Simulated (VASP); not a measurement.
Here is a VASP 6.6.1 calculation.

Contents of INCAR:

```
  PREC = Accurate
  ENCUT = 520
  EDIFF = 1E-6
  ISMEAR = 0
  SIGMA = 0.02
  LREAL = False
  LASPH = True
  NELM = 100
  ALGO = Normal
  ISIF = 2
  LWAVE = False
  LCHARG = False
  GGA = PE
  IVDW = 12
  NBANDS = 11
```

Contents of KPOINTS:

```
Automatic mesh
0
Gamma
  12 12 12
```

The input POSCAR:

```
Si
1.0
    0.0000000000      2.6469578613      2.6469578613
    2.6469578613      0.0000000000      2.6469578613
    2.6469578613      2.6469578613      0.0000000000
Si
2
Direct
    0.7500000000      0.7500000000      0.7500000000
    0.5000000000      0.5000000000      0.5000000000
```

Potentials or basis: VASP PAW PBE potentials, release 64 (Si).

Launch:

```bash
$ cat potpaw_PBE.64/Si/POTCAR > POTCAR
$ mpirun -np 1 vasp_std > vasp.out
```

(1) Predict the pressure.

(2) Estimate the band gap on the k mesh.

(3) What does it give for the dispersion energy per atom?

## Answers

(1) 7.6 GPa.

(2) 0.42 eV, indirect (least direct gap 2.59 eV).

(3) -0.340 eV.
